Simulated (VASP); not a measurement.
A run of VASP 6.6.1 is set up as follows.

File INCAR:

```
  PREC = Accurate
  ENCUT = 520
  EDIFF = 1E-7
  ISMEAR = 0
  SIGMA = 0.05
  LREAL = False
  LASPH = True
  NELM = 80
  ALGO = Normal
  ISIF = 2
  LWAVE = False
  LCHARG = True
  GGA = PE
  LELF = True
  LVHAR = True
  NBANDS = 16
```

File KPOINTS:

```
Automatic mesh
0
Gamma
  8 8 8
```

File POSCAR:

```
AgCl
1.0
    0.0000000000      2.8060228508      2.8060228508
    2.8060228508      0.0000000000      2.8060228508
    2.8060228508      2.8060228508      0.0000000000
Ag Cl
1 1
Direct
    0.5000000000      0.5000000000      0.5000000000
    0.0000000000      0.0000000000      0.0000000000
```

Potentials or basis: VASP PAW PBE potentials, release 64 (Ag, Cl).

Run with:

```bash
$ cat potpaw_PBE.64/Ag/POTCAR potpaw_PBE.64/Cl/POTCAR > POTCAR
$ mpirun -np 1 vasp_std > vasp.out
```

(1) What does it give for the band gap on the k mesh?

(2) Estimate the pressure.

Answers

(1) 0.92 eV, indirect (least direct gap 3.08 eV).

(2) -0.1 GPa.

**What was measured.**

A printed reference work, data compilation reports, for a bulk crystal of AgCl: band gap 3.249 eV (indirect).

Measured gap of AgCl: 3.249 eV (indirect; a printed reference work, data compilation). This calculation gives 0.92 eV (-2.33 eV). So large a miss can be the level of theory's own, or it may mean another phase, state or a wrong row. Spin-orbit coupling on Ag is left out. The value is that of PBE on a finite k mesh, which can miss the band edges, without temperature or zero-point motion. Semilocal functionals fall short of measured gaps as a rule.
